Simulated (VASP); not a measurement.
# PbO in VASP: how settings move the PBE single point

Aim: see what changed inputs do to the PBE single point of PbO in the rocksalt structure, under +4.5 % shear in the xy plane. This is a trial cell built on a prototype, not taken from a measured structure, and it needn't be the compound's ground state.

The runs shown are made with VASP 6.6.1. PAW datasets, plane waves. No spin polarisation. The prototype was imposed, so other structures may be more stable.

## (1) The system as given

The cell comes from an earlier relaxation with r2SCAN in another program, then strained, with the atoms relaxed again.

The symmetry is Immm (No. 71, orthorhombic); conventional cell a = 3.603 Å, b = 3.769 Å, c = 5.213 Å, 17.70 Å³ an atom. Pb has 6 O at 2.61 Å; O has 6 Pb at 2.61 Å.

The structure in full:

```
CELL_PARAMETERS angstrom
0.05878 2.60652 2.60652
2.60652 0.05878 2.60652
2.66529 2.66529 0.00000
ATOMIC_POSITIONS crystal
Pb 0.00000 0.00000 0.00000
O 0.50000 0.50000 0.50000
```

## (2) Reference

Input file INCAR:

```
ENCUT = 520.000000
SIGMA = 0.020000
EDIFF = 1.00e-07
GGA = PE
PREC = Accurate
IBRION = -1
ISIF = 2
ISMEAR = -1
NBANDS = 17
NELM = 120
NSW = 0
LASPH = .TRUE.
LCHARG = .FALSE.
LWAVE = .FALSE.
LREAL = .FALSE.
```

Input file KPOINTS:

```
KPOINTS created by Atomic Simulation Environment
0
Gamma
8 8 8
0 0 0
```

Input file POSCAR:

```
Pb O
 1.0000000000000000
     0.0587769696000000    2.6065174967000000    2.6065174967000000
     2.6065174967000000    0.0587769696000000    2.6065174967000000
     2.6652944663000002    2.6652944663000002    0.0000000000000000
 Pb  O
   1   1
Cartesian
  0.0000000000000000  0.0000000000000000  0.0000000000000000
  2.6652944662999998  2.6652944662999998  2.6065174967000000
```

A file KPOINTS_OPT adds named points for the levels; it doesn't enter the self-consistent loop.

Potentials: the recommended PBE PAW datasets, 20 valence electrons.

On the command line:

```bash
> mpirun -np 1 vasp_std
```

## (3) Altered input 1

Input file INCAR:

```
SIGMA = 0.020000
EDIFF = 1.00e-07
GGA = PE
PREC = Accurate
IBRION = -1
ISIF = 2
ISMEAR = -1
NBANDS = 17
NSW = 0
LASPH = .TRUE.
LCHARG = .FALSE.
LWAVE = .FALSE.
LREAL = .FALSE.
ENCUT = 800
ALGO = VeryFast
NELM = 91
```

KPOINTS is that of step 2.

POSCAR is that of step 2.

## (4) Altered input 2

Input file INCAR:

```
ENCUT = 520.000000
EDIFF = 1.00e-07
GGA = PE
PREC = Accurate
IBRION = -1
ISIF = 2
NBANDS = 17
NELM = 120
NSW = 0
LASPH = .TRUE.
LCHARG = .FALSE.
LWAVE = .FALSE.
LREAL = .FALSE.
ISMEAR = 1
SIGMA = 0.2
```

KPOINTS is that of step 2.

POSCAR is that of step 2.

## (5) Altered input 3

Input file INCAR:

```
SIGMA = 0.020000
EDIFF = 1.00e-07
GGA = PE
PREC = Accurate
IBRION = -1
ISIF = 2
ISMEAR = -1
NBANDS = 17
NSW = 0
LCHARG = .FALSE.
LWAVE = .FALSE.
LREAL = .FALSE.
ENCUT = 600
LASPH = .FALSE.
NELM = 82
```

KPOINTS is that of step 2.

POSCAR is that of step 2.

What does the calculation give? Wanted: for each run, changed; ending; energy change; pressure; electronic steps; usable.

As calculated:

| run | changed | ending | energy change (meV/atom) | pressure (GPa) | gap on the mesh (eV; negative: overlap) | electronic steps | time | usable |
| --- | --- | --- | --- | --- | --- | --- | --- | --- |
| ref. | – | converged | 0 | 2.6 | 0.45 | 15 | 72 s | yes |
| 1 | ENCUT = 800, ALGO = VeryFast, NELM = 91 | converged | -2.3 | 2.7 | 0.45 | 24 | 4 min | yes |
| 2 | ISMEAR = 1, SIGMA = 0.2 | converged | 0.1 | 2.6 | 0.45 | 15 | 67 s | no |
| 3 | ENCUT = 600, LASPH = .FALSE., NELM = 82 | converged | -0.7 | 2.6 | 0.45 | 15 | 77 s | yes |

Of 3 altered inputs, 1 ended normally on a faulty or unsound input, 2 gave usable results. Among the usable ones with comparable energies, «ENCUT = 800, ALGO = VeryFast, NELM = 91» moves the energy most, by -2.3 meV/atom.
